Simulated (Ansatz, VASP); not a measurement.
# CaO in two plane-wave programs, part 2 of 2

One calculation is typed for both programs; each brings its own data sets. How far apart do they land? The structure shown is the end of the Ansatz relaxation below.

VASP 6.6.1 and Ansatz 0.2.0.

So far. Step 3 (VASP: single point, PBEsol, pair 1): The run ends at a pressure of 0.61 GPa.

### Step 6. VASP: single point, PBEsol, pair 2

Level of this step: PBEsol; plane waves and PAW (Ca_sv, O) (VASP).

The same cell, functional, mesh and smearing now go to VASP, with its own data sets.

INCAR reads:

```
SYSTEM = CaO
PREC = Accurate
ENCUT = 600
EDIFF = 1E-06
NELM = 120
ISMEAR = -1
SIGMA = 0.02
LREAL = .FALSE.
ALGO = Normal
GGA = PS
NBANDS = 22
LORBIT = 11
LWAVE = .FALSE.
LCHARG = .FALSE.
ISIF = 2
LASPH = .TRUE.
GGA_COMPAT = .FALSE.
EFERMI = MIDGAP
KPAR = 2
```

POSCAR reads:

```
CaO
1.0
    3.3852309441      0.0000000000      0.0000000000
    0.0000000000      3.3852309441      0.0000000000
    0.0000000000      0.0000000000      4.6714267600
Ca O
2 2
Direct
    0.0000000000      0.0000000000      0.0000000000
    0.5000000000      0.5000000000      0.5000000000
    0.0000000000      0.0000000000      0.5000000000
    0.5000000000      0.5000000000      0.0000000000
```

KPOINTS reads:

```
Automatic mesh
0
Gamma
8 8 6
0 0 0
```

PAW data sets: Ca_sv and O (PBE family, release 64).

Command:

```bash
> mpirun -np 2 vasp_std
```

Numbers of over 12 decimals in the logs are rounded to 6 here.

The log of the run:

```text
[banner, memory and clock lines left out]
running    2 mpi-ranks, on    1 nodes
[...]
[... a notice as in an earlier step ...]

 LDA part: xc-table for (Slater+PW92), standard interpolation
 POSCAR, INCAR and KPOINTS ok, starting setup
[...]
entering main loop
       N       E                     dE             d eps       ncg     rms          rms(c)
DAV:   1     0.341159076222E+03    0.34116E+03   -0.18165E+04  2640   0.166E+03
DAV:   2    -0.178276058193E+01   -0.34294E+03   -0.32588E+03  2964   0.438E+02
DAV:   3    -0.290287455576E+02   -0.27246E+02   -0.27010E+02  4346   0.118E+02
DAV:   4    -0.298525921885E+02   -0.82385E+00   -0.82221E+00  3708   0.181E+01
[...]
DAV:  12    -0.268074505027E+02    0.33339E-04   -0.19220E-04  3242   0.978E-02    0.722E-03
DAV:  13    -0.268074509171E+02   -0.41438E-06   -0.13274E-05  3642   0.262E-02    0.446E-03
DAV:  14    -0.268074507739E+02    0.14313E-06   -0.46128E-07  2258   0.571E-03
   1 F= -.26807451E+02 E0= -.26807451E+02  d E =0.000000E+00
```

From OUTCAR (step 6):

```text
  Total        0.1936863      0.1936863      1.8029075      0.0000000     -0.0000000      0.0000000
  in kB        5.7967323      5.7967323     53.9582534      0.0000000     -0.0000000      0.0000000
  external PRESSURE =      21.8505727 kB  Pullay stress =       0.0000000 kB

 POSITION                                       TOTAL-FORCE (eV/Angst)
 -----------------------------------------------------------------------------------
      0.00000      0.00000      0.00000        -0.000000     -0.000000      0.000000
      1.69262      1.69262      2.33571         0.000000      0.000000     -0.000000
      0.00000      0.00000      2.33571        -0.000000     -0.000000      0.000000
      1.69262      1.69262      0.00000        -0.000000     -0.000000      0.000000
 -----------------------------------------------------------------------------------
    total drift:                                0.000000      0.000000      0.000000

  FREE ENERGIE OF THE ION-ELECTRON SYSTEM (eV)
  ---------------------------------------------------
  free  energy   TOTEN  =       -26.8074507739 eV

  energy  without entropy=      -26.8074507739  energy(sigma->0) =      -26.80745077

[... 1 part as in an earlier step ...]

[... 2 further parts left out ...]
[key lines of the parts left out:]
E-fermi :   4.1595
```

The run ends at a pressure of 2.19 GPa.

### Step 7. Differences

The two programs side by side:

```tsv
quantity	Ansatz	VASP	difference
pressure (GPa)	1.54	2.19	-0.65
gap on the k mesh (eV)	3.434	3.413	+0.021
```

A gap on the mesh is an upper bound, since the band edges may lie between its points.

### Step 8. Ansatz: relaxation, PBEsol

This run makes the geometry at which the two programs are then compared. The cell compared in this pair holds 53.23 Å³, against 53.53 Å³ for the pair before.

The structure compared here is the end of the Ansatz relaxation.

input.yaml reads:

```yaml
crystal:
  lattice:
    - [3.3958885675, 0.0, 0.0]
    - [0.0, 3.3958885675, 0.0]
    - [0.0, 0.0, 4.62375914]
  atoms:
    - { symbol: Ca, position: [0.0, 0.0, 0.0] }
    - { symbol: Ca, position: [0.5, 0.5, 0.5] }
    - { symbol: O, position: [0.0, 0.0, 0.5] }
    - { symbol: O, position: [0.5, 0.5, 0.0] }
kpoints:
  mp_grid: { grid: [8, 8, 6] }
scf:
  occupations: { method: fermi_dirac, width: 0.02 }
hamiltonian:
  xc: pbesol
  pseudopotentials: { kind: paw, azcp: { folder: soft_1 }, xc_functional: pbe }
basis:
  ecutwfc: 600
output:
  forces: true
  stress: true
relax:
  f_tol: 0.005
  max_steps: 70
  cell: { stress_tol: 0.02, p_target: 0, fix: [c, alpha, beta, gamma] }
```

Command:

```bash
> ansatz run input.yaml --threads 4 --pin off --max-ram 10240MiB --backend cpu --events-out ev --progress --plain --runs-dir out
```

The log of the run:

```text
[...]
Crystal: 4 atoms, lattice volume = 53.321 Å³
Basis set: ecut = 600 eV, 1819 PW (Γ), exchange–correlation on 60×60×80 points (8 copies of the dense FFT grid, shifted against one another)
Bands: 20, of which v1, the nominal top of the filled ones, is band 16 counted from 1 (15 counted from 0)
Symmetry: 32 space group operations
[...]
k-points: 60 of 384
[...]
0.000000       0.000000       7.384034
  P = ⅓ Tr σ = 2.4551 GPa (24.551 kbar)
--- Relaxed structure (2 steps of the walk, 2 accepted, 1 SCFs on fresh bases) ---
[...]
cell:  # Å, volume = 53.2319 Å³
    - [3.393035, 0, 0.0]
    - [0, 3.393035, 0.0]
    - [0.0, 0.0, 4.62375914]
  atoms:
    - { symbol: Ca, position: [0, 0, 0.0] }
    - { symbol: Ca, position: [0.5, 0.5, 0.5] }
    - { symbol: O, position: [0, 0, 0.5] }
    - { symbol: O, position: [0.5, 0.5, 0.0] }
[key lines of the parts left out:]
SCF converged after 8 iterations
Free energy (F): -4716.195250 eV
Fermi energy:    9.787053 eV
```

### Step 9. VASP: single point, PBEsol, pair 3

The same cell, functional, mesh and smearing now go to VASP, with its own data sets.

INCAR is that of step 6.

POSCAR reads:

```
CaO
1.0
    3.3930345835      0.0000000000      0.0000000000
    0.0000000000      3.3930345835      0.0000000000
    0.0000000000      0.0000000000      4.6237591400
Ca O
2 2
Direct
    0.0000000000      0.0000000000      0.0000000000
    0.5000000000      0.5000000000      0.5000000000
    0.0000000000      0.0000000000      0.5000000000
    0.5000000000      0.5000000000      0.0000000000
```

KPOINTS is that of step 6.

Command:

```bash
> mpirun -np 2 vasp_std
```

The log of the run:

```text
[... set-up lines as in an earlier step ...]
 entering main loop
       N       E                     dE             d eps       ncg     rms          rms(c)
DAV:   1     0.342758170743E+03    0.34276E+03   -0.18135E+04  2640   0.167E+03
DAV:   2    -0.152578265548E+01   -0.34428E+03   -0.32900E+03  2944   0.439E+02
DAV:   3    -0.290129395380E+02   -0.27487E+02   -0.27262E+02  4334   0.118E+02
DAV:   4    -0.298433843859E+02   -0.83044E+00   -0.82858E+00  3778   0.181E+01
[...]
DAV:  12    -0.267847670322E+02    0.36064E-04   -0.20615E-04  3266   0.102E-01    0.625E-03
DAV:  13    -0.267847675963E+02   -0.56412E-06   -0.12215E-05  3560   0.258E-02    0.406E-03
DAV:  14    -0.267847674917E+02    0.10462E-06   -0.40888E-07  2168   0.530E-03
   1 F= -.26784767E+02 E0= -.26784767E+02  d E =0.000000E+00
```

From OUTCAR (step 9):

```text
  Total        0.1876444      0.1876444      2.7436632      0.0000000     -0.0000000     -0.0000000
  in kB        5.6477378      5.6477378     82.5789977      0.0000000     -0.0000000     -0.0000000
  external PRESSURE =      31.2914911 kB  Pullay stress =       0.0000000 kB

 POSITION                                       TOTAL-FORCE (eV/Angst)
 -----------------------------------------------------------------------------------
      0.00000      0.00000      0.00000        -0.000000     -0.000000      0.000000
      1.69652      1.69652      2.31188        -0.000000     -0.000000     -0.000000
      0.00000      0.00000      2.31188        -0.000000     -0.000000      0.000000
      1.69652      1.69652      0.00000         0.000000      0.000000      0.000000
 -----------------------------------------------------------------------------------
    total drift:                                0.000000      0.000000      0.000000

  FREE ENERGIE OF THE ION-ELECTRON SYSTEM (eV)
  ---------------------------------------------------
  free  energy   TOTEN  =       -26.7847674917 eV

  energy  without entropy=      -26.7847674917  energy(sigma->0) =      -26.78476749

[... 1 part as in an earlier step ...]

[... 2 further parts left out ...]
[key lines of the parts left out:]
E-fermi :   4.1924
```

The run ends at a pressure of 3.13 GPa.

### Step 10. Side by side

The two programs side by side:

```tsv
quantity	Ansatz	VASP	difference
pressure (GPa)	2.46	3.13	-0.67
gap on the k mesh (eV)	3.374	3.352	+0.022
```

A gap on the mesh is an upper bound, since the band edges may lie between its points.

### Step 11. Outcome

| Property | Result |
| --- | --- |
| difference in gap on the k mesh (single point, PBEsol, pair 1) | 0.020 eV |
| difference in pressure (single point, PBEsol, pair 1) | -0.61 GPa |
| difference in gap on the k mesh (single point, PBEsol, pair 2) | 0.021 eV |
| difference in pressure (single point, PBEsol, pair 2) | -0.65 GPa |
| difference in gap on the k mesh (single point, PBEsol, pair 3) | 0.022 eV |
| difference in pressure (single point, PBEsol, pair 3) | -0.67 GPa |

What this shows: The difference in pressure is -0.67 GPa (single point, PBEsol, pair 3), within the 1 GPa picked in this series as the mark of a large difference. 5 further runs of this series are not shown here. Such differences can come from data sets, numerical settings and the points named under the comparisons, not from the functional's error against experiment.

[Lines on the potential files, build, host, timing and source positions are cut from VASP's logs without a mark.]

[Logs are printed without paths, hosts, clocks, repeated set-up lines and the standing remarks that a program may print on its own settings, such as how far it seeks lower states.]

[Hosts, paths, dates, database ids (printed as entryN), source tags and the programs' standing remarks are cut or masked in the printed files.]
